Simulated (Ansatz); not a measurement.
**Stack of 1T-PtSSe under 1T-SnS2, shifted by two thirds of the diagonal in a perpendicular field**

Aim: how the stack of 1T-PtSSe under 1T-SnS2, shifted by two thirds of the diagonal screens a field along its normal, and what the field does to its bands. A positive field points along +c.

Method: plane-wave DFT, PBE-D3(BJ), Ansatz PAW, in Ansatz 0.2.0.

### Step 1. The starting structure

The cell holds 6 atoms: 1 Se, 1 Pt, 3 S and 1 Sn. Cell: a = 3.680 Å, b = 3.680 Å, c = 44.838 Å, α = 90.0°, β = 90.0°, γ = 120.0°. Regions: layer 1: 1T-PtSSe, 3 atoms (1 Se, 1 Pt and 1 S); layer 2: 1T-SnS2, 3 atoms (2 S and 1 Sn). Vacuum lies along c.

Structure file:

```cif
data_structure
_symmetry_space_group_name_H-M 'P 1'
_symmetry_Int_Tables_number 1
_cell_length_a 3.6800
_cell_length_b 3.6800
_cell_length_c 44.8376
_cell_angle_alpha 90.000
_cell_angle_beta 90.000
_cell_angle_gamma 120.000
_cell_volume 525.86
loop_
_atom_site_label
_atom_site_type_symbol
_atom_site_fract_x
_atom_site_fract_y
_atom_site_fract_z
_atom_site_occupancy
Se1 Se 0.66667 0.33333 0.42264 1
Pt2 Pt 0.00000 0.00000 0.45002 1
S3 S 0.33333 0.66667 0.46997 1
S4 S 0.33333 0.66667 0.53688 1
Sn5 Sn 0.66667 0.33333 0.55712 1
S6 S 0.00000 0.00000 0.57736 1
```

### Step 2. Relaxing the slab

The starting cell is a guess, so the in-plane lattice and the atoms are relaxed first, with the slab cut off from its images along the normal.

Contents of input.yaml:

```yaml
crystal:
  lattice:
    - [3.68, 0.0, 0.0]
    - [-1.84, 3.1869734859, 0.0]
    - [0.0, 0.0, 44.83757449]
  atoms:
    - { symbol: Se, position: [0.6666666667, 0.3333333333, 0.4226365992] }
    - { symbol: Pt, position: [0.0, 0.0, 0.4500239071] }
    - { symbol: S, position: [0.3333333333, 0.6666666667, 0.4699720689] }
    - { symbol: S, position: [0.3333333333, 0.6666666667, 0.5368802376] }
    - { symbol: Sn, position: [0.6666666667, 0.3333333333, 0.5571218192] }
    - { symbol: S, position: [0.0, 0.0, 0.5773634008] }
  periodic: [true, true, false]
kpoints:
  mp_grid: { grid: [12, 12, 1] }
hamiltonian:
  xc: pbe
  dispersion: d3bj
scf:
  occupations: { method: fermi_dirac, width: 0.05 }
  convergence: { dr2_threshold: 1.0e-09 }
relax:
  f_tol: 0.004
  max_steps: 90
  cell: {}
output:
  write_potential: true
  write_density: true
  volumetric_format: npy
```

Command:

```bash
ansatz run input.yaml --threads 2 --pin off --max-ram 3072MiB --backend cpu --events-out ev --progress --plain --runs-dir out
```

Numbers of over 12 decimals in the logs are rounded to 6 here.

The program printed:

```text
Warning: relax.cell: scf.convergence.dr2_threshold = 1e-9 eV is looser than the 2.0914563925e-10 eV advised for a relaxation that steers and ends on the stress (1e-10 eV for each atom of the cell: 6, times the square of relax.cell.stress_2d_tol = 0.05 N/m over 16.9 Å (the atoms' height at the walk's start and 5 Å past either face), 2.952e-2 GPa, over a crystal's default 0.05). What an SCF threshold leaves in a stress goes as its square root, and in the free energy as the threshold itself, and one threshold admits the most on a small cell: [figures from the program's tests cut] Set scf.convergence.dr2_threshold to 2.0914563925e-10 eV or tighter. [rest of the remark cut]
Engine: ansatz 0.2.0, aarch64-unknown-linux-gnu
Pseudopotentials: kind: paw
Pseudopotential: Se, paw, valence charge 16, recommended cutoff 420 eV (normal), Se.paw.azcp
Pseudopotential: Pt, paw, valence charge 18, recommended cutoff 420 eV (normal), Pt.paw.azcp
Pseudopotential: S, paw, valence charge 6, recommended cutoff 420 eV (normal), S.paw.azcp
Pseudopotential: Sn, paw, valence charge 14, recommended cutoff 420 eV (normal), Sn.paw.azcp
Functional definition: PBE
  parameter kappa = 0.804
  parameter beta = 0.066725
  exchange = pbe_x(kappa = kappa, mu = beta*pi^2/3)
  correlation = pbe_c(beta = beta)
Crystal: 6 atoms, lattice volume = 525.858 Å³
Basis set: ecut = 420 eV, 10301 PW (Γ), exchange–correlation on 50×50×600 points (8 copies of the dense FFT grid, shifted against one another)
Bands: 40, of which v1, the nominal top of the filled ones, is band 33 counted from 1 (32 counted from 0)
Symmetry: 6 space group operations
Space group: P3m1 (ITA 156), of the structure as read, at distance tolerance 8.1e-5 Å
k-points: 19 of 144 (time reversal used)
Non-local potential: Se, projectors of the file, l = 0: 2, l = 1: 2, l = 2: 3, l = 3: 1
Non-local potential: Pt, projectors of the file, l = 0: 3, l = 1: 2, l = 2: 2, l = 3: 1
Non-local potential: S, projectors of the file, l = 0: 2, l = 1: 2, l = 2: 2
Non-local potential: Sn, projectors of the file, l = 0: 2, l = 1: 2, l = 2: 2, l = 3: 2
PAW form: soft (Blöchl's): semilocal exchange-correlation on the pseudo side does not see the compensation charge
PAW one-centre angular grid: Se, 590 points (default); XC on 64 Gauss nodes
PAW one-centre angular grid: Pt, 590 points (default); XC on 64 Gauss nodes
PAW one-centre angular grid: S, 110 points (default); XC on 64 Gauss nodes
PAW one-centre angular grid: Sn, 590 points (default); XC on 64 Gauss nodes
Initial density: superposition of atomic densities (neutral atoms: chi_scale 0, normalization atom), corrected by the library's trained network
Initial wavefunctions: pseudopotential atomic-orbital guess
Functional: x = pbe(κ = 0.804, μ = 0.219515), c = pbe(β = 0.066725)
SCF iter   1: F=—  HF=-26722.087053 eV  |F-HF|=—  |Δ(HF+E_count)|=         —  Δρ=2.58e-3  dr2=6.71e-2  ethr=1.77e-3  ⟨swp⟩=20.9  Hψ=6425  notcnv=0
preconditioner: auto → Resta (q_TF=auto, 1.931 Å⁻¹)  ε∞=1.7  [insulator: Δε(μ)=0.691 eV  Ē_g=13.299 eV  σ=0.050 eV  W_gap=1.00  n_scr=26 (ndim 8)  ℏωp=11.2 eV  f_vac=0.761  D(μ)=0.01/eV (n_scr^D=0)  ε∞_Penn≈1.7  vacuum switching on, ρ_ref=1.3e-2 e/Å³]
SCF iter   2: F=—  HF=-26722.084165 eV  |F-HF|=—  |Δ(HF+E_count)|=   2.89e-3  Δρ=1.81e-3  dr2=1.19e-1  ethr=1.02e-4  ⟨swp⟩=4.1  Hψ=1926  notcnv=0  defer=28
SCF iter   3: F=—  HF=-26722.077516 eV  |F-HF|=—  |Δ(HF+E_count)|=   6.65e-3  Δρ=1.18e-3  dr2=5.15e-2  ethr=1.02e-4  ⟨swp⟩=4.5  Hψ=1494  notcnv=0  defer=30
SCF iter   4: F=—  HF=-26722.073631 eV  |F-HF|=—  |Δ(HF+E_count)|=   3.89e-3  Δρ=6.13e-4  dr2=8.08e-3  ethr=7.80e-5  ⟨swp⟩=2.2  Hψ=1104  notcnv=0  defer=27
SCF iter   5: F=—  HF=-26722.073028 eV  |F-HF|=—  |Δ(HF+E_count)|=   6.03e-4  Δρ=2.19e-4  dr2=3.97e-4  ethr=1.22e-5  ⟨swp⟩=2.8  Hψ=1153  notcnv=0  defer=27
SCF iter   6: F=—  HF=-26722.073167 eV  |F-HF|=—  |Δ(HF+E_count)|=   1.40e-4  Δρ=8.27e-5  dr2=7.79e-5  ethr=6.01e-7  ⟨swp⟩=3.5  Hψ=1517  notcnv=0  defer=28
SCF iter   7: F=—  HF=-26722.073185 eV  |F-HF|=—  |Δ(HF+E_count)|=   1.79e-5  Δρ=3.52e-5  dr2=8.89e-6  ethr=1.18e-7  ⟨swp⟩=3.2  Hψ=1427  notcnv=0  defer=28
SCF iter   8: F=—  HF=-26722.073182 eV  |F-HF|=—  |Δ(HF+E_count)|=   3.32e-6  Δρ=1.27e-5  dr2=8.43e-7  ethr=1.35e-8  ⟨swp⟩=3.8  Hψ=1760  notcnv=0  defer=28
SCF iter   9: F=—  HF=-26722.073137 eV  |F-HF|=—  |Δ(HF+E_count)|=   4.51e-5  Δρ=4.37e-6  dr2=1.22e-7  ethr=1.28e-9  ⟨swp⟩=3.4  Hψ=1414  notcnv=0  defer=29
SCF iter  10: F=—  HF=-26722.073137 eV  |F-HF|=—  |Δ(HF+E_count)|=   6.81e-8  Δρ=1.28e-6  dr2=8.57e-9  ethr=1.85e-10  ⟨swp⟩=3.1  Hψ=1575  notcnv=0  defer=29
SCF iter  11: F=—  HF=-26722.073137 eV  |F-HF|=—  |Δ(HF+E_count)|=   1.23e-8  Δρ=4.81e-7  dr2=1.45e-9  ethr=1.30e-11  ⟨swp⟩=3.5  Hψ=1700  notcnv=0  defer=29
SCF iter  12: F=-26722.073137 eV  HF=-26722.073137 eV  |F-HF|=3.86e-10  |Δ(HF+E_count)|=   4.21e-9  Δρ=1.19e-7  dr2=8.92e-11  ethr=1.52e-12  ⟨swp⟩=12.2  Hψ=5837  notcnv=0
SCF 1 converged in 12 iterations: F = -26722.073137 eV  dr2 = 8.92e-11
  greatest PAW one-centre occupation: 1.000 electrons in one spin orbital (limit 2), on the Pt atom at site 1 (counted from 0), in its partial waves of l = 0
relax step   1: F+E_penalty+E_count = -26722.07313707 eV  Δ(F+E_penalty+E_count) = +0.000e0 eV  max|allowed force component| = 6.303e0 eV/Å  Δτ_max = 0.0000 Å  P = +33.017 N/m  Ω = 525.858 Å³  fix = [c, alpha, beta]  reactions: c +0.000 N/m  (12 SCF iters, accepted)
Crystal: 6 atoms, lattice volume = 537.782 Å³
Basis set: ecut = 420 eV, 10565 PW (Γ), exchange–correlation on 50×50×600 points (8 copies of the dense FFT grid, shifted against one another)
Initial density: handed on by an earlier stage of this run
Initial wavefunctions: those handed on with the density
iter 1 solved again at ethr=8.53e-4 eV; its pass at ethr=3.10e-3 eV (dr2=5.63e-1 eV) is discarded
SCF iter   1: F=—  HF=-26724.506796 eV  |F-HF|=—  |Δ(HF+E_count)|=         —  Δρ=5.86e-3  dr2=5.55e-1  ethr=8.53e-4  ⟨swp⟩=2.1  Hψ=5741  notcnv=0
preconditioner: auto → LDOS  [insulator: Δε(μ)=0.467 eV  Ē_g=12.865 eV  σ=0.050 eV  W_gap=0.98  n_scr=26 (ndim 8)  ℏωp=11.1 eV  f_vac=0.758  D(μ)=0.07/eV (n_scr^D=2)  ε∞_Penn≈1.7  β→1.0]
SCF iter   2: F=—  HF=-26724.582836 eV  |F-HF|=—  |Δ(HF+E_count)|=   7.60e-2  Δρ=5.54e-3  dr2=7.61e-1  ethr=8.42e-4  ⟨swp⟩=5.6  Hψ=2122  notcnv=0  defer=4
preconditioner: auto → Resta (q_TF=auto, 1.923 Å⁻¹)  ε∞=2.1  [insulator: Δε(μ)=0.391 eV  Ē_g=9.531 eV  σ=0.050 eV  W_gap=0.92  n_scr=26 (ndim 8)  ℏωp=9.9 eV  f_vac=0.758  D(μ)=0.04/eV (n_scr^D=0)  ε∞_Penn≈2.1  vacuum switching on, ρ_ref=6.6e-3 e/Å³  β→0.5]
[...]
relax step   6: F+E_penalty+E_count = -26726.34366021 eV  Δ(F+E_penalty+E_count) = -1.836e-1 eV  max|allowed force component| = 2.418e-1 eV/Å  Δτ_max = 0.1920 Å  P = -0.445 N/m  Ω = 521.773 Å³  energy of the carried Pulay correction = +4.433e-4 eV  fix = [c, alpha, beta]  reactions: c -0.000 N/m  (14 SCF iters, accepted)
relax step   7: F+E_penalty+E_count = -26726.42685252 eV  Δ(F+E_penalty+E_count) = -8.319e-2 eV  max|allowed force component| = 5.956e-2 eV/Å  Δτ_max = 0.2000 Å  P = -0.145 N/m  Ω = 516.466 Å³  energy of the carried Pulay correction = +1.024e-3 eV  fix = [c, alpha, beta]  reactions: c -0.000 N/m  (15 SCF iters, accepted)
relax step   8: F+E_penalty+E_count = -26726.43372256 eV  Δ(F+E_penalty+E_count) = -6.870e-3 eV  max|allowed force component| = 2.754e-2 eV/Å  Δτ_max = 0.0920 Å  P = -0.038 N/m  Ω = 515.183 Å³  energy of the carried Pulay correction = +1.166e-3 eV  fix = [c, alpha, beta]  reactions: c -0.000 N/m  (13 SCF iters, accepted)
relax step   9: F+E_penalty+E_count = -26726.43373747 eV  Δ(F+E_penalty+E_count) = -1.491e-5 eV  max|allowed force component| = 3.470e-2 eV/Å  Δτ_max = 0.0057 Å  P = +0.068 N/m  Ω = 514.828 Å³  energy of the carried Pulay correction = +1.205e-3 eV  fix = [c, alpha, beta]  (9 SCF iters, rejected (line search))
relax step  10: F+E_penalty+E_count = -26726.43378099 eV  Δ(F+E_penalty+E_count) = -5.843e-5 eV  max|allowed force component| = 3.095e-3 eV/Å  Δτ_max = 0.0029 Å  P = -0.012 N/m  Ω = 515.045 Å³  energy of the carried Pulay correction = +1.181e-3 eV  fix = [c, alpha, beta]  reactions: c -0.000 N/m  (9 SCF iters, accepted)
relax step  11: F+E_penalty+E_count = -26726.43318443 eV  Δ(F+E_penalty+E_count) = +5.966e-4 eV  max|allowed force component| = 2.996e-3 eV/Å  Δτ_max = 0.0000 Å  P = -0.051 N/m  Ω = 515.045 Å³  fix = [c, alpha, beta]  reactions: c -0.000 N/m  stress off target by 5.09e-2 N/m on what of the cell is left free  SCF on the basis re-selected at this cell (its energy is not comparable with the rows above)  (6 SCF iters)
relax step  12: F+E_penalty+E_count = -26726.43321110 eV  Δ(F+E_penalty+E_count) = -2.667e-5 eV  max|allowed force component| = 3.550e-3 eV/Å  Δτ_max = 0.0017 Å  P = +0.017 N/m  Ω = 514.708 Å³  energy of the carried Pulay correction = +1.932e-5 eV  fix = [c, alpha, beta]  reactions: c +0.000 N/m  (8 SCF iters, accepted)
iter 1 solved again at ethr=3.79e-7 eV; its pass at ethr=3.10e-3 eV (dr2=2.50e-4 eV) is discarded
SCF iter   1: F=—  HF=-26726.433255 eV  |F-HF|=—  |Δ(HF+E_count)|=         —  Δρ=1.34e-6  dr2=4.03e-9  ethr=3.79e-7  ⟨swp⟩=5.6  Hψ=8680  notcnv=0
eigensolver tolerance schedule: the retry pair's looser diagonalisation over-reported the residual by 62057.02 of it (diagonalisation noise at an unbounded share of the residual, at the tolerance the schedule requests for it); recorded, not acted on — ethr = c·dr2/N_el stays at c = 1.0e-1
preconditioner: auto → Resta (q_TF=auto, 1.937 Å⁻¹)  ε∞=1.8  [insulator: Δε(μ)=1.003 eV  Ē_g=12.431 eV  σ=0.050 eV  W_gap=1.00  n_scr=26 (ndim 8)  ℏωp=11.3 eV  f_vac=0.720  D(μ)=0.00/eV (n_scr^D=0)  ε∞_Penn≈1.8  vacuum switching on, ρ_ref=1.1e-2 e/Å³]
SCF iter   2: F=—  HF=-26726.433186 eV  |F-HF|=—  |Δ(HF+E_count)|=   6.91e-5  Δρ=9.27e-7  dr2=5.22e-9  ethr=6.10e-12  ⟨swp⟩=7.0  Hψ=3593  notcnv=0
SCF iter   3: F=—  HF=-26726.433186 eV  |F-HF|=—  |Δ(HF+E_count)|=  2.26e-10  Δρ=6.32e-7  dr2=2.41e-9  ethr=6.10e-12  ⟨swp⟩=2.3  Hψ=975  notcnv=0
SCF iter   4: F=-26726.433186 eV  HF=-26726.433186 eV  |F-HF|=4.00e-10  |Δ(HF+E_count)|=    0.00e0  Δρ=5.16e-7  dr2=8.91e-10  ethr=1.52e-12  ⟨swp⟩=15.4  Hψ=6603  notcnv=0
SCF 13 converged in 4 iterations: F = -26726.433186 eV  dr2 = 8.91e-10
relax step  13: F+E_penalty+E_count = -26726.43318604 eV  Δ(F+E_penalty+E_count) = +2.506e-5 eV  max|allowed force component| = 3.557e-3 eV/Å  Δτ_max = 0.0000 Å  P = +0.017 N/m  Ω = 514.708 Å³  fix = [c, alpha, beta]  reactions: c +0.000 N/m  stress off target by 1.69e-2 N/m on what of the cell is left free  SCF on the basis re-selected at this cell (its energy is not comparable with the rows above)  (4 SCF iters)
basis re-selected at this cell: Δ(F+E_penalty+E_count) = +2.506e-5 eV, ΔP = +0.000 N/m vs the last step (what re-selecting the basis moved, of the pressure what is left beyond the Pulay correction that the steps carried, after the strain that the cell walked since its last selection, with what the two solves' SCF thresholds leave and, on support functions, any second-order correction that the steps lacked; it is no m [...]
WARN: The output density's exchange-correlation potential varies sharply where the density is thin. Do not read a vacuum level from v_tot or v_xc, or from such a field of the output density. On a cell that repeats whose density bears no net charge and no dipole along the vacuum's axis use v_es (v_loc + v_h of the components); under efield.dipole_correction with no amplitude use v_es + v_field, which holds any externa [...]
SCF converged after 4 iterations
Free energy (F): -26726.433186 eV
Harris-Foulkes:  -26726.433186 eV  (|F-HF|=4.00e-10)
Internal energy: -26726.433179 eV  (E = F + TS)
E sigma→0 (E₀):  -26726.433183 eV
Entropy (-TS):   -0.000007 eV (-0.001 meV/atom)
Fermi energy:    -5.297638 eV
--- Per-component energies (eV) ---
  E_band       = -1779.264002
  E_kinetic    = 1261.773743
  E_local      = -260821.079278  (includes V_loc(G=0)·N_el)
  E_nonlocal   = -340.883209
  E_hartree    = 129663.785236
  E_xc         = -1037.286962
  E_vxc        = -756.475589  (∫ρ·V_xc dr)
  E_paw        = -17308.991648  (= ΣΔE_a)
  E_vpaw       = -450.170192  (= ΣTr[D̂ρ^β])
  E_aug_tail   = -0.000399  (compensation charges beyond the density's cutoff)
  E_ewald      = 121858.003742
  E_disp       = -1.754403  (pairwise vdW)
  E_smearing   = -0.000007  (= −TS)
  E_closure    = 0.000000  (closes the sum)
  Σ components = -26726.433186   (vs F -26726.433186, Δ=0.00e0)
--- Forces (eV/Å), atoms counted from 1 ---
  atom   1  Se     0.00000000    -0.00000000    -0.00355740
  atom   2  Pt     0.00000000     0.00000000     0.00347775
  atom   3  S     -0.00000000     0.00000000    -0.00029979
  atom   4  S      0.00000000     0.00000000     0.00261219
  atom   5  Sn    -0.00000000     0.00000000     0.00019468
  atom   6  S      0.00000000    -0.00000000    -0.00242960
  max |Σ_I F_I| component: 2.18e-6 eV/Å
--- 2D stress c σ (N/m, compression-positive) ---
        0.016915      -0.000000      -0.000000
       -0.000000       0.016915      -0.000000
       -0.000000      -0.000000       0.000000
  P = ½ c Tr σ = 0.0169 N/m
--- Band table (eV; the first three rows and the last of 19) ---
  k-point 0: bands = [... 29 lower, -6.4716, -6.3683, -6.1003, -6.1003, -3.8322, -2.8812, -2.8812, -2.4867, ... 3 higher]
  k-point 1: bands = [... 29 lower, -6.4339, -6.4091, -6.0794, -5.9439, -3.5491, -3.3468, -2.9978, -2.0800, ... 3 higher]
  k-point 2: bands = [... 29 lower, -6.4013, -6.3592, -6.1095, -5.8535, -4.1381, -3.3741, -3.2127, -1.6269, ... 3 higher]
  k-point 18: bands = [... 29 lower, -7.2154, -7.1104, -6.9669, -6.5896, -4.2619, -3.9039, -3.6556, -0.4311, ... 3 higher]
  the weakly bound empty levels are not read free of the cell's end (no_gap_told)
--- Relaxed structure (11 steps of the walk, 10 accepted, 2 SCFs on fresh bases) ---
  F+E_penalty+E_count = -26726.43318604 eV   max|allowed force component| = 3.557e-3 eV/Å   (the final SCF, on the basis selected at the relaxed cell)
  cell:  # Å, volume = 514.7079 Å³
    - [3.640777, 0.0, 0]
    - [-1.820388, 3.153005, 0]
    - [0, 0, 44.83757449]
  atoms:
    - { symbol: Se, position: [0.666667, 0.333333, 0.403462] }
    - { symbol: Pt, position: [0, 0, 0.433387] }
    - { symbol: S, position: [0.333333, 0.666667, 0.460259] }
    - { symbol: S, position: [0.333333, 0.666667, 0.539008] }
    - { symbol: Sn, position: [0.666667, 0.333333, 0.572298] }
    - { symbol: S, position: [0, 0, 0.605584] }
```

The job ended after 9.2 min (2 threads of Arm Neoverse N1, shared host; peak memory 0.93 GiB; 18 min of CPU time).

The steps of the relaxation:

| step | energy less that of the first step (eV) | largest force component (eV/Å) | volume (Å³) |
| --- | --- | --- | --- |
| 1 | 0.0000 | 6.3032 | 525.86 |
| 2 | -2.3634 | 3.7139 | 537.78 |
| 3 | -3.2792 | 2.0795 | 540.96 |
| 4 | -3.7652 | 1.0453 | 541.59 |
| 5 | -4.0869 | 0.5191 | 531.16 |
| 6 | -4.2705 | 0.2418 | 521.77 |
| 7 | -4.3537 | 0.0596 | 516.47 |
| 8 | -4.3606 | 0.0275 | 515.18 |
| 9 | -4.3606 | 0.0347 | 514.83 |
| 10 | -4.3606 | 0.0031 | 515.05 |
| 11* | -4.3600 | 0.0030 | 515.05 |
| 12 | -4.3601 | 0.0036 | 514.71 |
| 13* | -4.3600 | 0.0036 | 514.71 |

Relaxation steps marked * repeat the geometry before them on a plane-wave basis chosen anew for their cell, so energy and pressure can jump there. Relaxation step 9 was tried and not accepted.

Forces are held to the 6 operations that the run works with; a distortion that breaks them can't arise in this run.

| cell as run | before | after | change |
| --- | --- | --- | --- |
| a (Å) | 3.680 | 3.641 | -1.1 % |
| b (Å) | 3.680 | 3.641 | -1.1 % |

The atoms that moved most (Å, along periodic axes as changes of fractional coordinates times the final cell, across vacuum about the mean position):

| atom | dx | dy | dz | length |
| --- | --- | --- | --- | --- |
| S6 | 0.000 | 0.000 | 1.265 | 1.265 |
| Se1 | 0.000 | 0.000 | -0.860 | 0.860 |
| Pt2 | 0.000 | 0.000 | -0.746 | 0.746 |
| Sn5 | 0.000 | 0.000 | 0.680 | 0.680 |
| S3 | 0.000 | 0.000 | -0.436 | 0.436 |
| S4 | 0.000 | 0.000 | 0.095 | 0.095 |

The relaxed structure:

```xyz
6
Lattice="3.6408 0.0000 0.0000 -1.8204 3.1530 0.0000 0.0000 0.0000 44.8376" Properties=species:S:1:pos:R:3
Se    1.8204    1.0510   18.0903
Pt    0.0000    0.0000   19.4320
S     0.0000    2.1020   20.6369
S     0.0000    2.1020   24.1678
Sn    1.8204    1.0510   25.6605
S     0.0000    0.0000   27.1529
```

The lattice constant a goes from 3.680 to 3.641 Å.

(Part 1 of 2 ends here.)

[Logs are printed without paths, hosts, clocks, repeated set-up lines and the standing remarks that a program may print on its own settings, such as how far it seeks lower states.]

[Hosts, paths, dates, database ids (printed as entryN), source tags and the programs' standing remarks are cut or masked in the printed files.]

[Maps of the electrostatic potential energy from Ansatz leave out the sawtooth potential of an applied field or a dipole correction, so their vacuum need not be flat; planar profiles and work functions include it.]
